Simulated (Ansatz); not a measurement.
Set up this calculation in Ansatz 0.2.0, as the native input.

- Task: band structure
- Functional: HSE06
- Potentials or basis: Ansatz PAW
- Cutoff: 420 eV (not typed: the program's choice for these potentials)
- k mesh: 5 × 5 × 5
- Occupations: fermi-dirac, width 0.05 eV
- Spin: no spin polarisation
- Path: [["G", "X", "M", "G", "Z", "P", "N", "Z1", "M"], ["X", "P"]]
- Points for each segment of the path: 4

Crystal: Sn.

```
Sn
1.0
    -2.02919    2.02919    1.66076
     2.02919   -2.02919    1.66076
     2.02919    2.02919   -1.66076
Sn
1
Cartesian
  0.0000 0.0000 0.0000
```

This isn't the form of Sn at room conditions, which is tetragonal (white tin).

These files were run (other wordings do the same):

input

```
crystal:
  lattice:
    - [-2.029189411, 2.029189411, 1.6607599896]
    - [2.029189411, -2.029189411, 1.6607599896]
    - [2.029189411, 2.029189411, -1.6607599896]
  atoms:
    - { symbol: Sn, position: [0.0, 0.0, 0.0] }
hamiltonian:
  xc: hse06
  pseudopotentials: { kind: paw }
kpoints:
  mp_grid: { grid: [5, 5, 5] }
  band_path:
    path:
      - [[0.0, 0.0, 0.0], [0.0, 0.0, 0.5], [-0.5, 0.5, 0.5], [0.0, 0.0, 0.0], [0.4174590337, 0.4174590337, -0.4174590337], [0.25, 0.25, 0.25], [0.0, 0.5, 0.0], [-0.4174590337, 0.5825409663, 0.4174590337], [-0.5, 0.5, 0.5]]
      - [[0.0, 0.0, 0.5], [0.25, 0.25, 0.25]]
    npoints: 4
scf:
  occupations: { method: fermi_dirac, width: 0.05 }
  n_extra_bands: 6
output:
  forces: true
  stress: true
  eigenvalues: true
  fatbands: false
```

It gave:

The pressure is 0.5 GPa and the band gap on the k mesh is none (metal or under the smearing width).

Caveat: the k mesh is coarse (spacing up to 0.49 Å⁻¹), so the values aren't converged, least of all with exact exchange; spin-orbit coupling is left out, which moves the levels of the heavy elements; the PAW data sets come from PBE, with cores solved anew for the run's functional, which leaves a small shift of forces and pressure; the thresholds are loose for stress.

Run time: 35 s on 1 × NVIDIA H100 80GB HBM3 with 2 threads of AMD EPYC 7R13 Processor (Zen 3) (shared host), peak memory 1.5 GiB.
